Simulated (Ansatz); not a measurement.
**Lower states of Fe: further starts and searches**

Aim: test whether Fe has a self-consistent state below the best one that plain SCF starts reached, by the runs listed below. The cell (2 atoms) is Fe in its experimental structure (space group Im-3m, primitive cell doubled). Source: COD entry 9013484; the sample's temperature and pressure aren't taken into account.

The COD cell was measured well above room temperature, so it is larger than a cold one.

Computed with Ansatz 0.2.0 (DFT HSE06, PAW, plane waves, scalar-relativistic, unless a step's input says otherwise).

**1. The starting structure**

It takes space group Im-3m (No. 229, cubic). The conventional cell has a = 2.898 Å, b = 2.898 Å, c = 2.898 Å, α = 90.00°, β = 90.00°, γ = 90.00°. Fe (site symmetry m-3m) is surrounded by 8 Fe at 2.51 Å.

Coordinates:

```xyz
2
Lattice="2.8980 0.0000 0.0000 0.0000 2.8980 0.0000 0.0000 0.0000 2.8980" Properties=species:S:1:pos:R:3 pbc="T T T"
Fe    0.0000    0.0000    0.0000
Fe    1.4490    1.4490    1.4490
```

Atoms are counted from 1 in the order of input.yaml (Fe2 and so on).

Known so far: 7 plain starts ended in 3 states. The lowest came from “spin on, no moments given (the program may seed its own), plain SCF”: ferromagnetic, site moments Fe1 2.99, Fe2 2.99 μB, total 5.49 μB per cell, no gap on the k-mesh, free energy -8958.1143 eV.

Runs to come: parallel moments, default search level; opposed moments +-, default search level; the moments typed in its input, symmetry off, plain SCF; the moments typed in its input, standard search level.

A plain SCF has the search for lower states switched off and ends at the first converged state. Under a hybrid the search levels only allow a further exchange loop from another filling of the frontier levels; the end state isn't tested for a lower one. Iterations are summed over the PBE start and the exchange cycles. Ends within 0.2 meV/atom and 0.1 μB count as one state.

The total moment includes the space between the atomic spheres.

**2. Parallel moments, default search level**

File input.yaml:

```yaml
crystal:
  lattice:
    - [2.898, 0.0, 0.0]
    - [0.0, 2.898, 0.0]
    - [0.0, 0.0, 2.898]
  atoms:
    - { symbol: Fe, position: [0.0, 0.0, 0.0], spin: 4.0 }
    - { symbol: Fe, position: [0.5, 0.5, 0.5], spin: 4.0 }
magnetization:
  spin_polarized: true
hamiltonian:
  xc: hse06
  pseudopotentials: { kind: paw }
basis:
  ecutwfc: 420
kpoints:
  mp_grid: { grid: [5, 5, 5] }
scf:
  occupations: { method: fermi_dirac, width: 0.05 }
output:
  forces: true
  stress: true
  write_density: true
  write_potential: true
  elf: true
  volumetric_format: npy
```

Run with:

```sh
$ ansatz run input.yaml --threads 4 --pin off --max-ram 10240MiB --backend cpu --events-out ev --progress --plain --runs-dir out
```

Q: With the starts changed as planned, what states does the cell reach, and which is lowest? Wanted: distinct states; lowest state; total moment; gap on the k-mesh; pressure; largest force; next state.

The runs gave:

```
         quantity                                                      value
  distinct states  2 from 5 converged runs, the best start of step 1 counted
     lowest state                                              ferromagnetic
      its moments                                      Fe1 2.99, Fe2 2.99 μB
     total moment                                           5.49 μB per cell
gap on the k-mesh                                                       none
         pressure                                                   -1.5 GPa
    largest force                                                 0.000 eV/Å
       next state                         ferrimagnetic, 904 meV/atom higher
```

What this shows: Nothing lower turns up: the best plain start stands. Distinct end states: 2, from 5 converged runs. The best ferrimagnetic state lies 904 meV/atom above the best ferromagnetic one; partly filled bands take part, so the difference isn't exchange alone. A lower state than any found can't be excluded. The mesh is coarse, so energy differences (and at times their sign) aren't converged.
